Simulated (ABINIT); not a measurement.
GaP: relaxation of cell and atoms with PBEsol

GaP:

```
Ga P
1.0
     0.00000    2.72525    2.72525
     2.72525    0.00000    2.72525
     2.72525    2.72525    0.00000
Ga P
1 1
Direct
  0.00000 0.00000 0.00000
  0.75000 0.75000 0.75000
```

* Program: ABINIT 10.8.3 (patched build)
* Task: relaxation of cell and atoms
* Functional: PBEsol
* Potentials or basis: PseudoDojo NC SR PBEsol v0.4.1 standard
* Cutoff: 1088 eV
* k mesh: 6 × 6 × 6
* Occupations: fermi-dirac, width 0.05 eV
* Spin: no spin polarisation
* Cell freedom (optcell): 2
* Optimiser (ionmov): 2
* Cutoff smearing ecutsm (Ha): 0.5
* Force stop (Ha/bohr): 2e-05

```yaml
Relaxed_volume: 20.13 Å³/atom
Relaxed_cell: a = 3.847 Å, b = 3.847 Å, c = 3.847 Å, α = 60.00°, β = 60.00°, γ = 60.00°
Space_group_after_relaxing_to_0.05_Å: F-43m (No. 216)
Energy_gained_by_relaxing: 0.2 meV/atom
Ionic_steps: 3
Pressure_after_relaxing: 0.0 GPa
Band_gap_on_the_k_mesh: 1.50 eV, indirect (least direct gap 1.78 eV)
```

Step by step:
```csv
step,energy change (eV),largest force (eV/Å),pressure (GPa),volume (Å³)
1,0.0000,0.0000,-0.47,40.48
2,-0.0001,0.0000,-0.35,40.42
3,-0.0003,0.0000,0.00,40.26
```

Final structure:
```xyz
2
Lattice="0.0000 2.7202 2.7202 2.7202 0.0000 2.7202 2.7202 2.7202 0.0000" Properties=species:S:1:pos:R:3 pbc="T T T"
Ga    0.0000    0.0000    0.0000
P     4.0803    4.0803    4.0803
```

Wall time 100 s on 1 thread of Intel(R) Xeon(R) Platinum 8375C CPU @ 2.90GHz (Ice Lake) (shared host), peak memory 0.1 GiB.

A k mesh can miss the band edges. A hybrid or GW would open this gap; PBEsol tends to underestimate it.
